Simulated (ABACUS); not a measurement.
A run of ABACUS 3.10.1 is set up as follows.

The input run_abacus.py:

```python
"""ABACUS run from a structure file: ASE reads it, the script writes STRU, KPT and INPUT."""
import re
import subprocess
from ase.io import read
from ase.units import Bohr

atoms = read("CeO2.cif")
atoms = atoms[(-atoms.numbers).argsort(kind="stable")]  # ABACUS lists atoms element by element
pseudo = {'Ce': 'Ce.upf', 'O': 'O.upf'}
orbital = {}
magmoms = None
kmesh = [6, 6, 6]
params = {
    'suffix': 'CeO2',
    'calculation': 'scf',
    'basis_type': 'pw',
    'pseudo_dir': './',
    'symmetry': 1,
    'dft_functional': 'pbesol',
    'ecutwfc': 84,
    'pseudo_rcut': 10,
    'nspin': 1,
    'nbands': 22,
    'ks_solver': 'dav',
    'smearing_method': 'fd',
    'smearing_sigma': 0.00367493,
    'scf_thr': 1e-08,
    'scf_nmax': 100,
    'mixing_type': 'broyden',
    'mixing_beta': 0.7,
    'cal_force': 1,
    'cal_stress': 1,
    'out_chg': 1,
    'out_pot': 2,
    'out_elf': 1,
}

symbols = atoms.get_chemical_symbols()
elements = list(dict.fromkeys(symbols))
lines = ["ATOMIC_SPECIES"] + [f"{e} {atoms.get_masses()[symbols.index(e)]:.4f} {pseudo[e]}" for e in elements]
if orbital:
    lines += ["", "NUMERICAL_ORBITAL"] + [orbital[e] for e in elements]
lines += ["", "LATTICE_CONSTANT", f"{1 / Bohr:.10f}", "", "LATTICE_VECTORS"]
lines += [" ".join(f"{x:.10f}" for x in v) for v in atoms.cell]
lines += ["", "ATOMIC_POSITIONS", "Direct"]
for e in elements:
    lines += ["", e, "0.0", str(symbols.count(e))]
    for i, p in enumerate(atoms.get_scaled_positions(wrap=False)):
        if symbols[i] == e:
            mag = "" if magmoms is None else " mag " + " ".join(str(x) for x in (magmoms[i] if isinstance(magmoms[i], list) else [magmoms[i]]))
            lines.append(" ".join(f"{x:.10f}" for x in p) + " 1 1 1" + mag)
open("STRU", "w").write("\n".join(lines) + "\n")
open("KPT", "w").write("K_POINTS\n0\nGamma\n%d %d %d 0 0 0\n" % tuple(kmesh))
open("INPUT", "w").write("INPUT_PARAMETERS\n" + "".join(f"{k:<20s}{v}\n" for k, v in params.items()))

done = subprocess.run(['mpirun', '-np', '4', 'abacus'])
if done.returncode:
    raise SystemExit(done.returncode)
log = open("OUT.CeO2/running_scf.log").read()
print("final energy (eV):", re.findall(r"FINAL_ETOT_IS (\S+)", log))
```

The input CeO2.cif:

```cif
data_CeO2
_cell_length_a 3.82353850
_cell_length_b 3.82353850
_cell_length_c 3.82353850
_cell_angle_alpha 60.00000000
_cell_angle_beta 60.00000000
_cell_angle_gamma 60.00000000
_space_group_name_H-M_alt 'P1'
_space_group_name_Hall 'P 1'
_space_group_IT_number 1
loop_
_space_group_symop_operation_xyz
'x,y,z'
loop_
_atom_site_label
_atom_site_type_symbol
_atom_site_symmetry_multiplicity
_atom_site_Wyckoff_symbol
_atom_site_fract_x
_atom_site_fract_y
_atom_site_fract_z
_atom_site_occupancy
Ce1 Ce 1 a 0.0000000000 0.0000000000 0.0000000000 1
O1 O 1 a 0.7500000000 0.7500000000 0.7500000000 1
O2 O 1 a 0.2500000000 0.2500000000 0.2500000000 1
```

Potentials or basis: PseudoDojo NC SR 0.4.1 PBE standard, lanthanides 3+ (f in core), plane waves.

The run is started by

```console
$ OMP_NUM_THREADS=1 python run_abacus.py > log
```

(1) Predict the band gap on the k mesh.

Answers

(1) none (metal or under the smearing width).

Caveat: the 4f electrons are frozen in the core as for a trivalent ion, so they carry no moment and show no levels; an odd number of electrons without spin polarisation forces a metal; a magnetic or distorted state may lie lower; the run has no spin polarisation, though such a crystal can be magnetic.

**Measured values to compare with.**

From “Strengths of covalent bonds in LnO2 determined from O K-edge XANES spectra using a Hubbard model”, 2023, pmc:10646950, for a bulk crystal of CeO2: band gap 3.23 ± 0.05 eV (optical).

Against the measured gap of CeO2, 3.23 eV (optical; quoted in “Strengths of covalent bonds in LnO2 determined from O K-edge XANES spectra using a Hubbard model”, 2023, pmc:10646950), the calculated 0.00 eV is off by -3.23 eV. So large a miss can be the level of theory's own, or it may mean another phase, state or a wrong row. 3 values of this kind are on record (3.23 to 3.27 eV); this one was drawn at random among those near their median, those with a stated uncertainty first. Spin-orbit coupling on Ce is left out. The value is that of PBEsol on a finite k mesh, which can miss the band edges, without temperature or zero-point motion. Semilocal functionals fall short of measured gaps as a rule.
